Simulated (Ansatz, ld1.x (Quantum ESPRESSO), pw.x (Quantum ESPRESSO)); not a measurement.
**Ti (Z = 22): one change to the ultrasoft potential, in the atom and in the diamond crystal**

* Element: Ti (Z = 22)
* Generator: ld1.x (Quantum ESPRESSO) 7.5
* Type: ultrasoft
* Functional: PBE
* Relativity: scalar-relativistic
* Frozen core: [Ar]
* Valence charge: 4
* Reference configuration: 3d2 4s2 4p0
* Partial waves: 4s (bound): rcut 2.65, rcutus 3.55 bohr; 4s channel at 3.1 Ry: rcut 2.65, rcutus 3.55 bohr; 4p (bound, empty): rcut 4.20, rcutus 4.40 bohr; 4p channel at 1.4 Ry: rcut 4.20, rcutus 4.40 bohr; 3d (bound): rcut 2.10, rcutus 2.40 bohr; 3d channel at 0.25 Ry: rcut 2.10, rcutus 2.40 bohr
* Local potential: all-electron potential smoothed inside 1.85 bohr (lloc = -2)
* Core correction: a·sin(br)/r model core inside 1.50 bohr
* Augmentation charge: PSQ, radius 2.30 bohr

Change: local potential all-electron potential smoothed inside 2.10 bohr (lloc = -2).

Cutoffs, loose and tight: the cutoffs (Ry, on a coarse ladder) from which the occupation-weighted sum of valence levels, in a spherical-Bessel basis at the reference potential, stays within 10 and 1 mRy of its value at 400 Ry. They do not see the model core or the augmentation charge, which bear on the density cutoff. Test errors are all-electron minus pseudo excitation energies from the reference, over the configurations 3d2 4s1 4p0; 3d2 4s0 4p0; 3d1 4s0 4p0; 3d2 4s1.5 4p0; 3d2 4s1 4p1; 3d3 4s0 4p0; 3d1 4s2 4p0; variants that change the core or the reference have their own tests.

Crystal test: diamond Ti in pw.x 7.5, no spin, 8³ k-points, Fermi–Dirac smearing 0.01 Ry, cutoffs set for each file from its atomic test. The reference is all-electron LAPW (Ansatz 0.2.0) with the same functional, mesh and smearing; V0 and B0 come from Birch–Murnaghan fits to the pressures at five volumes. Errors are pseudo minus all-electron; Δ is the rms difference of the E(V) curves that follow from these fits, minima aligned, over ±6 % about the mean V0. Mesh and smearing are coarse, so the numbers serve the comparison and aren't converged zero-temperature values; the lattice is a test structure that the element need not adopt.

All-electron: a0 = 5.723 Å (V0 = 23.43 Å³/atom), B0 = 28.5 GPa.

Does the change bring the crystal closer to the all-electron result?

The mean pressure error goes from +2.52 to +2.86 GPa, so the change moves the solid further from the all-electron pressures. Neither pressure curve crosses zero within the volumes sampled, so no fits are given.

```tsv
quantity	base	changed
outcome (atom)	generated	generated
cutoff, loose (atom)	15 Ry	15 Ry
cutoff, tight (atom)	18 Ry	18 Ry
bound ghosts (atom)	none	none
largest test error (meV) (atom)	-253 over the solved tests; test run stopped at test 7 of 7 (negative rho), 1 before it not solved	-322 over the solved tests; 1 of 7 tests not solved or not reliable
cutoffs in pw.x (Ry)	40/320	40/320
mean pressure error (GPa)	+2.52	+2.86
```

Base: The largest radius (4.40 bohr) exceeds half the bond length (2.34 bohr), so the spheres overlap, which is one possible source of error among others. This is a poor potential for the solid. Atomic configuration tests: test run stopped at test 7 of 7 (negative rho), 1 before it not solved. Changed file: The largest radius (4.40 bohr) exceeds half the bond length (2.34 bohr), so the spheres overlap, which is one possible source of error among others. This is a poor potential for the solid. Atomic configuration tests: 1 of 7 tests not solved or not reliable. The atomic cutoffs weigh occupied waves only.
